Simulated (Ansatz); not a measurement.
input.yaml (Ansatz)

```yaml
crystal:
  lattice:
    - [2.380062982, 0.0, 0.0]
    - [-1.190031491, 2.0611950051, 0.0]
    - [0.0, 0.0, 7.6819794734]
  atoms:
    - { symbol: Mn, position: [1.0, 1.0, 1.0], spin: 0.366 }
    - { symbol: Mn, position: [1.0, 1.0, 0.5], spin: 0.366 }
    - { symbol: Mn, position: [0.3333333333, 0.6666666667, 0.25], spin: -0.316 }
    - { symbol: Mn, position: [0.6666666667, 0.3333333333, 0.75], spin: -0.316 }
hamiltonian:
  xc: pbe
  pseudopotentials:
    kind: paw
    azcp:
      Mn: "pseudopotentials/Mn.paw.azcp"
basis:
  ecutwfc: 420
  fft_grid_basis: typed
kpoints:
  mp_grid: { grid: [16, 16, 5], shift: [0, 0, 0] }
magnetization:
  spin_polarized: true
scf:
  occupations: { method: fermi_dirac, width: 0.05 }
  lower_state_search: "off"
output:
  stress: true
```

Output

```
Engine: ansatz 0.2.0, x86_64-unknown-linux-gnu
Pseudopotentials: kind: paw
Pseudopotential: Mn, paw, valence charge 15, recommended cutoff 420 eV (normal) 
Functional definition: PBE
  parameter kappa = 0.804
  parameter beta = 0.06672455060314922
  exchange = pbe_x(kappa = kappa, mu = beta*pi^2/3)
  correlation = pbe_c(beta = beta)
Crystal: 4 atoms, lattice volume = 37.686 Å³
Basis set: ecut = 420 eV, 721 PW (Γ)
Bands: 37, of which v1, the nominal top of the filled ones, is band 30 counted from 1 (29 counted from 0)
Symmetry: 24 space group operations
Space group: P63/mmc (ITA 194), of the structure as read, at distance tolerance 3.4e-5 Å
Magnetic group: BNS 194.263 (UNI 1493), of the structure as read, at distance tolerance 3.4e-5 Å
k-points: 90 of 1280
Non-local potential: Mn, projectors of the file, l = 0: 3, l = 1: 2, l = 2: 3, l = 3: 1
PAW form: soft (Blöchl's): semilocal exchange-correlation on the pseudo side does not see the compensation charge
PAW one-centre angular grid: Mn, 590 points (default); XC on 64 Gauss nodes
Initial density: superposition of atomic densities (chi_scale 0.1, normalization cell)
Starting moments: Σ|m| = 1.364 μB on 4 of 4 sites
Initial wavefunctions: pseudopotential atomic-orbital guess
Functional: x = pbe(κ = 0.804, μ = 0.2195149727645171), c = pbe(β = 0.06672455060314922)
SCF iter   1: F=—  HF=-15596.002042 eV  |F-HF|=—  |Δ(HF+E_count)|=         —  Δρ=7.39e-2 (↑7.39e-2 ↓7.19e-2)  dr2=5.08e0  dr2_m=8.18e-2  M=0.044 μB ∫|m|=0.804 μB  β_m=0.30  ethr=3.10e-3  ⟨swp⟩=4.6  Hψ=20964  notcnv=0
SCF iter   2: F=—  HF=-15594.810934 eV  |F-HF|=—  |Δ(HF+E_count)|=    1.19e0  Δρ=3.57e-2 (↑3.57e-2 ↓3.27e-2)  dr2=1.13e0  dr2_m=4.06e-2  M=0.031 μB ∫|m|=0.800 μB  β_m=0.30  ethr=3.10e-3  ⟨swp⟩=3.0  Hψ=12261  notcnv=0  defer=108
SCF iter   3: F=—  HF=-15594.507751 eV  |F-HF|=—  |Δ(HF+E_count)|=   3.03e-1  Δρ=3.29e-2 (↑1.94e-2 ↓3.29e-2)  dr2=1.21e0  dr2_m=1.95e-2  M=0.045 μB ∫|m|=0.798 μB  β_m=0.30  ethr=1.88e-3  ⟨swp⟩=2.9  Hψ=10805  notcnv=0  defer=105
SCF iter   4: F=—  HF=-15594.469490 eV  |F-HF|=—  |Δ(HF+E_count)|=   3.83e-2  Δρ=1.87e-2 (↑1.87e-2 ↓9.28e-3)  dr2=2.49e-1  dr2_m=1.51e-2  M=0.023 μB ∫|m|=0.760 μB  β_m=0.30  ethr=1.88e-3  ⟨swp⟩=2.2  Hψ=8895  notcnv=0  defer=92
SCF iter   5: F=—  HF=-15594.468933 eV  |F-HF|=—  |Δ(HF+E_count)|=   5.58e-4  Δρ=6.32e-3 (↑5.55e-3 ↓6.32e-3)  dr2=1.34e-3  dr2_m=1.16e-2  M=0.031 μB ∫|m|=0.722 μB  β_m=0.30  ethr=4.15e-4  ⟨swp⟩=3.0  Hψ=11219  notcnv=0  defer=93
SCF iter   6: F=—  HF=-15594.475246 eV  |F-HF|=—  |Δ(HF+E_count)|=   6.31e-3  Δρ=5.32e-3 (↑5.32e-3 ↓5.25e-3)  dr2=1.24e-3  dr2_m=9.16e-3  M=0.031 μB ∫|m|=0.688 μB  β_m=0.30  ethr=2.23e-6  ⟨swp⟩=2.0  Hψ=13060  notcnv=0  defer=93
SCF iter   7: F=—  HF=-15594.478691 eV  |F-HF|=—  |Δ(HF+E_count)|=   3.45e-3  Δρ=4.69e-3 (↑4.65e-3 ↓4.69e-3)  dr2=1.39e-4  dr2_m=7.48e-3  M=0.030 μB ∫|m|=0.655 μB  β_m=0.30  ethr=2.06e-6  ⟨swp⟩=2.0  Hψ=10418  notcnv=0  defer=93
...
iter 25 did not close the SCF: its close was put off for a magnetic moment that had not settled (scf_convergence_deferred on its scf_iter line)
SCF iter  25: F=-15594.485349 eV  HF=-15594.485349 eV  |F-HF|=7.00e-8  |Δ(HF+E_count)|=   5.64e-8  Δρ=1.37e-5 (↑8.18e-6 ↓1.37e-5)  dr2=8.08e-8  dr2_m=2.49e-8  M=0.000 μB ∫|m|=0.000 μB  β_m=0.74  ethr=1.17e-11  ⟨swp⟩=2.1  Hψ=26458  notcnv=0
iter 26 did not close the SCF: its close was put off for a magnetic moment that had not settled (scf_convergence_deferred on its scf_iter line)
SCF iter  26: F=-15594.485349 eV  HF=-15594.485349 eV  |F-HF|=6.29e-10  |Δ(HF+E_count)|=   5.04e-9  Δρ=1.76e-6 (↑9.05e-7 ↓1.76e-6)  dr2=7.47e-10  dr2_m=4.06e-10  M=0.000 μB ∫|m|=0.000 μB  β_m=0.72  ethr=1.17e-11  ⟨swp⟩=2.0  Hψ=23261  notcnv=0
SCF iter  27: F=-15594.485349 eV  HF=-15594.485349 eV  |F-HF|=9.09e-12  |Δ(HF+E_count)|=  4.37e-11  Δρ=2.39e-7 (↑2.39e-7 ↓1.90e-7)  dr2=4.48e-12  dr2_m=1.41e-11  M=0.000 μB ∫|m|=0.000 μB  ethr=1.24e-12  ⟨swp⟩=1.2  Hψ=17752  notcnv=0
WARN: the starting moments were not kept: the SCF closed with an absolute magnetisation of 2.0e-5 μB, where they sum to 1.364 μB in size (4 sites). That is at most 0.1 of that sum. Measured as dr2_m measures the in/out step, that magnetisation stands 1.4e-10 eV from none, at or under the dr2_threshold of 1.0e-7 eV: it is no larger than a step whose dr2_m would equal this threshold. The system may hold no moment; this SCF shows only that its start led to no more than that. To try another start: raise the starting moments (crystal.atoms[].spin, magnetization.per_species, magnetization.initial_magnetization, or on a non-collinear deck that types none of these the spinor_matrix: blocks that start its atoms; where the total moment is fixed, keep their sum and leave initial_magnetization as it is; typed ones take the place of any that the run laid by itself, positive ones on a crystal's lanthanoids without a Hubbard term where scf.initial_density.shell_occupations: [] is typed) or, if the notice of its spin-set hold's release reads "site moments contracting" or "site moments show no strong build", lengthen the hold (scf.mixing.spin_hold: { on: { confirm: 4 } }; for m-r²SCAN on two components see the key's manual first). Each may lead to a state that holds a moment. A second SCF, from the converged charge density, with the starting moments and any scf.initial_density.shell_occupations laid on it anew, would have followed, and was not run: the deck does not ask for one (magnetization.retry_lost_moments is false, the default). To let it run, set magnetization.retry_lost_moments: true and run the deck again, where that key's refused combinations let it; where memory then withholds it, that run's warning says so.
SCF 1 converged in 27 iterations: F = -15594.485349 eV  dr2 = 4.48e-12
SCF converged after 27 iterations
Magnetization: 0.0000 μB (30.0000 up, 30.0000 down)
Absolute magnetization: 0.0000 μB (∫|ρ↑−ρ↓|, with the PAW one-centre terms)
Spin contamination: 0.0000 ħ² per cell (⟨S²⟩ above its minimum at these occupations)
Per-site moments (μB) at R_I (Å): [(5.045343332195748e-6, 0.9741057849879352), (5.045343332470277e-6, 0.9741057849879352), (-4.485644085457514e-6, 0.9741057849879352), (-4.4856440853958715e-6, 0.9741057849879352)]
Free energy (F): -15594.485349 eV
Harris-Foulkes:  -15594.485349 eV  (|F-HF|=9.09e-12)
Internal energy: -15594.450160 eV  (E = F + TS)
E sigma→0 (E₀):  -15594.467754 eV
Entropy (-TS):   -0.035190 eV (-8.797 meV/atom)
Fermi energy:    23.611374 eV
--- Per-component energies (eV) ---
  E_band       = -439.368343
  E_kinetic    = 1253.283195
  E_local      = -5688.883207  (includes V_loc(G=0)·N_el)
  E_nonlocal   = 944.789795
  E_hartree    = 2411.967413
  E_xc         = -470.348502
  E_vxc        = -603.329987  (∫ρ·V_xc dr)
  E_paw        = -5184.335410  (= ΣΔE_a)
  E_vpaw       = -1169.162861  (= ΣTr[D̂ρ^β])
  E_aug_tail   = -0.000043  (compensation charges beyond the density's cutoff)
  E_ewald      = -8860.923400
  E_smearing   = -0.035190  (= −TS)
  E_closure    = -0.000000  (closes the sum)
  Σ components = -15594.485349   (vs F -15594.485349, Δ=0.00e0)
--- Stress (GPa, compression-positive) ---
       47.441916       0.000000       0.000000
        0.000000      47.441916       0.000000
        0.000000       0.000000      47.836694
  P = ⅓ Tr σ = 47.5735 GPa (475.735 kbar)
```

Command:

```sh
ansatz run input.yaml --threads 1 --pin off --max-ram 3584MiB --backend cpu --events-out ev --progress --plain --runs-dir out
```

On 1 thread of Intel(R) Xeon(R) Platinum 8259CL CPU @ 2.50GHz (Skylake/Cascade Lake) (shared host) this took about 77 s of wall time and 72 s of CPU time.
